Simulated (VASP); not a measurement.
Input of a VASP 6.6.1 run:

Contents of INCAR:

```
PREC = Accurate ; ENCUT = 520
EDIFF = 1E-6 ; ISMEAR = 0
SIGMA = 0.02 ; LREAL = False
LASPH = True ; NELM = 60
ALGO = Normal ; ISIF = 2
LWAVE = False ; LCHARG = True
LORBIT = 11 ; LELF = True
LVHAR = True
```

File KPOINTS:

```
regular mesh
0
Gamma
  8 9 8
```

Contents of POSCAR:

```
Si
1.0
    0.1463142700      2.7349844700      3.4304596800
    2.8398850800      0.3440988000      3.2326751500
    2.9636132600      2.6609281200      0.2203706200
Si
2
Direct
    0.4722123000      0.5743990500      0.4764958900
    0.7777877000      0.6756009500      0.7735041100
```

Potentials or basis: VASP PAW LDA potentials, release 64 (Si).

Launch:

```bash
$ cat potpaw_LDA.64/Si/POTCAR > POTCAR
$ mpirun -np 1 vasp_std > vasp.out
```

Task: What does it give for the largest force?

Result: 1.105 eV/Å.

Task: What does it give for the band gap on the k mesh?

Result: None (metal or under the smearing width).

Task: Estimate the pressure.

Result: -10.8 GPa.

Forces in eV/Å, atoms in the order of the input:
```
Si  -0.426  0.723 -0.719
Si   0.426 -0.723  0.719
```

Caveat: forces of over 1 eV/Å show positions far from the minimum, so gaps and moduli don't describe the material at rest.
